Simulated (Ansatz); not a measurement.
LiH (started from an entry of an open crystallographic database) with hydrogen sites as listed, relaxed with r2SCAN+rVV10 in Ansatz. It is cubic, Fm-3m (No. 225); conventional cell a = 3.997 Å, 7.98 Å³ an atom. Around Li lie 6 H at 2.00 Å; around H lie 6 Li at 2.00 Å.

The axes x, y and z are those of this cell:
```
Li H
1.0
     0.00000    1.99847    1.99847
     1.99847    0.00000    1.99847
     1.99847    1.99847    0.00000
Li H
1 1
Direct
  0.00000 0.00000 0.00000
  0.50000 0.50000 0.50000
```

Unstrained: With PBE the gap is 2.979 eV and direct, at X. The r2SCAN gap is direct at X: 3.626 eV. With HSE06 the gap is 3.966 eV and direct, at X. Meshes: PBE 10×10×10, r2SCAN 10×10×10, HSE06 8×8×8. Strains are changes of length per length. After each strain the atoms were relaxed again with r2SCAN+rVV10 within the symmetry that the strain leaves, so tilts or polar shifts that break it weren't tested; points keep the names that they have in the unstrained zone. Calculated for a static, non-magnetic cell.

**Question.** Apply epitaxial +4.86 % in the xy plane, free normal strain -1.42 %. How far does the gap move, against the unstrained cell?

**Answer.** PBE: the gap goes from 2.979 to 2.487 eV (-0.492 eV); it turns from direct (X) to indirect (X → X [(1/2, 0, 1/2)]). r2SCAN: the gap goes from 3.626 to 3.108 eV (-0.518 eV); it turns from direct (X) to indirect (X → X [(0, -1/2, -1/2)]). HSE06: the gap goes from 3.966 to 3.424 eV (-0.542 eV); it turns from direct (X) to indirect (X → X [(1/2, 0, 1/2)]).

**Question.** Estimate what biaxial -5.75 % in x and y, z held does to the gap.

**Answer.** PBE: the gap goes from 2.979 to 2.160 eV (-0.819 eV); it turns from direct (X) to indirect (X → X [(1/2, 1/2, 0)]). r2SCAN: the gap goes from 3.626 to 2.798 eV (-0.828 eV); it turns from direct (X) to indirect (X → X [(1/2, 1/2, 0)]). HSE06: the gap goes from 3.966 to 3.127 eV (-0.839 eV); it turns from direct (X) to indirect (X → X [(1/2, 1/2, 0)]).

The meshes of the hybrids are coarse, so their gaps aren't converged to the digits shown.
